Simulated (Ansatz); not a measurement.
## Response of CdS to small distortions

```yaml
crystal:
  lattice:
    - [0.00000, 2.91000, 2.91000]
    - [2.91000, 0.00000, 2.91000]
    - [2.91000, 2.91000, 0.00000]
  atoms:
    - { symbol: Cd, position: [0.00000, 0.00000, 0.00000] }
    - { symbol: S, position: [0.75000, 0.75000, 0.75000] }
```

Atoms are numbered in the order listed.

The cell is COD entry 1011260, as deposited and not checked against the literature; nothing was relaxed. It is an old determination, and later ones may differ.

Computed with Ansatz 0.2.0, DFT, PBE, all-electron LAPW, scalar-relativistic.

Settings: a Γ-centred 8×8×8 k mesh, Fermi–Dirac smearing of 0.01 eV, basis error target 1 meV/atom, no spin polarisation.

The unchanged cell is at 3.33 GPa.

Semilocal functionals give too small gaps.

x, y and z are the Cartesian axes of the cell as listed; fractional coordinates follow a strain, and an engineering shear is twice the off-diagonal strain component.

(1) With this change (z strained by +2 % at fixed volume), what becomes of the energy and stress and gap?

(2) With this change (z strained by +1.5 % at fixed volume), what becomes of the energy and stress and gap?

With atom 2 (S) moved by (0.0566, 0.0566, 0.0000) Å: energy change +8 meV/atom; stress change (xx, yy, zz, yz, xz, xy) 0.12, 0.12, 0.23, 1.35, 1.35, 0.21 GPa, compression positive; change of the force on S2 (-0.300, -0.300, -0.066) eV/Å; gap on the k mesh 1.16 → 1.15 eV.

(3) What force constant does this one finite step give for S2 along its displacement (all its periodic images move with it)?

Results:

(1) Energy change under 1 meV/atom; stress change (xx, yy, zz, yz, xz, xy) 0.15, 0.15, -0.37, 0.00, 0.00, 0.00 GPa, compression positive; gap on the k mesh 1.16 → 1.13 eV.

(2) Energy change under 1 meV/atom; stress change (xx, yy, zz, yz, xz, xy) 0.11, 0.11, -0.27, 0.00, 0.00, 0.00 GPa, compression positive; gap on the k mesh 1.16 → 1.14 eV.

(3) k = −ΔF·u/|u|² = 5.30 eV/Å², so the force pulls the atom back.
